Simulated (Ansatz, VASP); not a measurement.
## One calculation of Hg, two programs

```
Hg
1.0
     3.46181    0.00000    0.00000
    -1.73090    2.99802    0.00000
     0.00000    0.00000    5.48755
Hg
2
Cartesian
  1.7309 0.9993 4.1157
  0.0000 1.9987 1.3719
```

Alike in both runs: task single point; functional PBE; k mesh 8 × 8 × 4; no spin polarisation.

|  | VASP | Ansatz |
| --- | --- | --- |
| version | VASP 6.6.1 | Ansatz 0.2.0 |
| potentials or method | VASP PAW PBE potentials, release 64 (Hg) | plane waves, PAW |
| plane-wave cutoff (eV) | 520 | 420 |
| occupations | methfessel-paxton of order 1, width 0.15 eV | cold, width 0.15 eV |
| valence electrons in the cell | 24 | 40 |

|  | VASP | Ansatz | Ansatz less VASP |
| --- | --- | --- | --- |
| gap on the k mesh at the Fermi level (eV) | none | none | - |
| pressure (GPa) | 1.3 | 1.1 | -0.14 |
| largest component of the traceless stress (GPa) | 0.28 | 0.41 | +0.134 |

A gap of «none» marks a metal or a gap that the smearing closes. The two sets of potentials don't hold the same shells in valence.

Spin-orbit coupling is left out, which matters for the levels of Hg.
